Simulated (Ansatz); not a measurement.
Computed with DFT PBE, scalar-relativistic, plane waves, PAW (Ansatz 0.2.0). All cells share a 420 eV cutoff and Γ-centred k meshes spaced about 0.3 Å⁻¹ or finer (0.25 for metals, 2π included). No spin polarisation in the final relaxations.

These are static total energies at zero pressure. All come from trial cells, and lower structures may exist.

Question: These unrelaxed guesses for InGa₂As₃ are each relaxed within their symmetry. Order them by the energy at which they end, lowest first.
A.

Space group P3m1 (No. 156). a = 4.094 Å, b = 4.094 Å, c = 10.030 Å, α = 90.00°, β = 90.00°, γ = 120.00°
```json
{"atom": "In", "site": "1a", "symmetry": "3m.", "x": "0.0000", "y": "0.0000", "z": "0.0000"}
{"atom": "Ga", "site": "1c", "symmetry": "3m.", "x": "0.6667", "y": "0.3333", "z": "0.6667"}
{"atom": "Ga", "site": "1b", "symmetry": "3m.", "x": "0.3333", "y": "0.6667", "z": "0.3333"}
{"atom": "As", "site": "1b", "symmetry": "3m.", "x": "0.3333", "y": "0.6667", "z": "0.5833"}
{"atom": "As", "site": "1c", "symmetry": "3m.", "x": "0.6667", "y": "0.3333", "z": "0.9167"}
{"atom": "As", "site": "1a", "symmetry": "3m.", "x": "0.0000", "y": "0.0000", "z": "0.2500"}
```

B.

Space group Imm2 (No. 44). a = 4.094 Å, b = 12.280 Å, c = 5.790 Å, α = 90.00°, β = 90.00°, γ = 90.00°
```
atom  site  symmetry       x       y       z
  In    2a       mm2  0.0000  0.0000  0.0000
  Ga    4d       m.. 0.5000  0.1667  0.5000
  As    4d       m.. 0.5000  0.3333  0.7500
  As    2b       mm2  0.5000  0.0000  0.7500
```

Answer: B (ends in Imm2, 0 meV/atom), A (ends in P3m1, 15 meV/atom).

Cells relaxed within their symmetry can be saddle points. Some types were kept out of the candidates beforehand, so the set may lack a known form.
